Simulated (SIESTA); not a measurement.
The system is GaP.

```xyz
2
Lattice="0.0000 2.7252 2.7252 2.7252 0.0000 2.7252 2.7252 2.7252 0.0000" Properties=species:S:1:pos:R:3 pbc="T T T"
Ga    0.0000    0.0000    0.0000
P     4.0879    4.0879    4.0879
```

```yaml
Program: SIESTA 5.4.2
Task: relaxation of cell and atoms
Functional: PBE
Potentials_or_basis: PseudoDojo 0.4 standard (PBE files)
Basis: DZ (energy shift 0.002 Ry; radii capped at 9.5 bohr)
Grid_cutoff: 800 Ry
Energy_shift: 0.002 Ry
k_mesh: 8 × 8 × 8
Occupations: fermi-dirac, width 0.05 eV
Spin: no spin polarisation
```

At the start: pressure 6.1 GPa; volume 20.24 Å³/atom.

Problem. How do energy, volume and symmetry change on relaxing?

Solution. Over 4 steps the energy falls by 26.5 meV/atom and the volume is 21.76 Å³/atom (+7.5 %); space group F-43m (No. 216, to 0.05 Å).

The path:
```tsv
step	energy change (eV)	largest force (eV/Å)	pressure (GPa)	volume (Å³)
1	0.0000	0.0000	6.09	40.48
2	-0.0390	0.0001	2.94	41.90
3	-0.0500	0.0003	-1.22	44.24
4	-0.0530	0.0002	-0.07	43.52
```

Final structure:
```cif
data_structure
_symmetry_space_group_name_H-M 'P 1'
_symmetry_Int_Tables_number 1
_cell_length_a 3.9482
_cell_length_b 3.9482
_cell_length_c 3.9482
_cell_angle_alpha 59.998
_cell_angle_beta 59.998
_cell_angle_gamma 59.998
_cell_volume 43.52
loop_
_atom_site_label
_atom_site_type_symbol
_atom_site_fract_x
_atom_site_fract_y
_atom_site_fract_z
_atom_site_occupancy
Ga1 Ga 0.00000 0.00000 0.00000 1
P1 P 0.75000 0.75000 0.75000 1
```

Caveat: the basis has no polarisation orbitals; semicore shells carry a single zeta, which can move pressures by several GPa and volumes by a few percent; the basis of atomic orbitals isn't converged, which shifts pressures, moduli and gaps.
